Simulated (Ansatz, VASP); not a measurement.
Two plane-wave programs on Sc

INCAR

```
  ALGO = Fast
  EDIFF = 1E-6
  ENCUT = 520
  GGA = PS
  ISIF = 2
  ISMEAR = 0
  LASPH = T
  LCHARG = F
  LREAL = F
  LWAVE = F
  NBANDS = 18
  NELM = 60
  PREC = Accurate
  SIGMA = 0.15
```

KPOINTS

```
k-points
0
Gamma
  18 18 10
```

File POSCAR:

```
Sc
1.0
    3.3584298657      0.0000000000      0.0000000000
   -1.6792149328      2.9084855806      0.0000000000
    0.0000000000      0.0000000000      5.3470200000
Sc
2
Direct
    0.3333333333      0.6666666667      0.2500000000
    0.6666666667      0.3333333333      0.7500000000
```

Input for Ansatz:

```yaml
crystal:
  lattice:
    - [3.3584298657, 0.0, 0.0]
    - [-1.6792149328, 2.9084855806, 0.0]
    - [0.0, 0.0, 5.34702]
  atoms:
    - { symbol: Sc, position: [0.3333333333, 0.6666666667, 0.25] }
    - { symbol: Sc, position: [0.6666666667, 0.3333333333, 0.75] }
basis:
  ecutwfc: 420
kpoints:
  mp_grid: { grid: [18, 18, 10] }
hamiltonian:
  xc: pbesol
scf:
  occupations: { method: gaussian, width: 0.15 }
output:
  forces: true
  stress: true
  eigenvalues: true
  write_density: true
  write_potential: true
  elf: true
  volumetric_format: npy
```

Change from the starting cell: strain +0.015 along x and y, +0.015 along z, atoms carried along.

Alike in both runs: task single point; functional PBEsol; k mesh 18 × 18 × 10; occupations gaussian, width 0.15 eV; no spin polarisation.

|  | VASP | Ansatz |
| --- | --- | --- |
| version | VASP 6.6.1 | Ansatz 0.2.0 |
| potentials or method | VASP PAW PBE potentials, release 64 (Sc_sv) | scalar-relativistic, plane waves, PAW |
| plane-wave cutoff (eV) | 520 | 420 |
| valence electrons in the cell | 22 | 22 |

|  | VASP | Ansatz | Ansatz less VASP |
| --- | --- | --- | --- |
| gap on the k mesh at the Fermi level (eV) | none | none | - |
| pressure (GPa) | -4.7 | -4.7 | -0.01 |
| largest component of the traceless stress (GPa) | 0.91 | 0.91 | -0.002 |

A gap of «none» marks a metal or a gap that the smearing closes. With one functional, cell and mesh, what is left measures potentials, basis and numerics.

Caveats: the PAW data sets were made with another functional, which shifts forces and pressure a little (VASP).
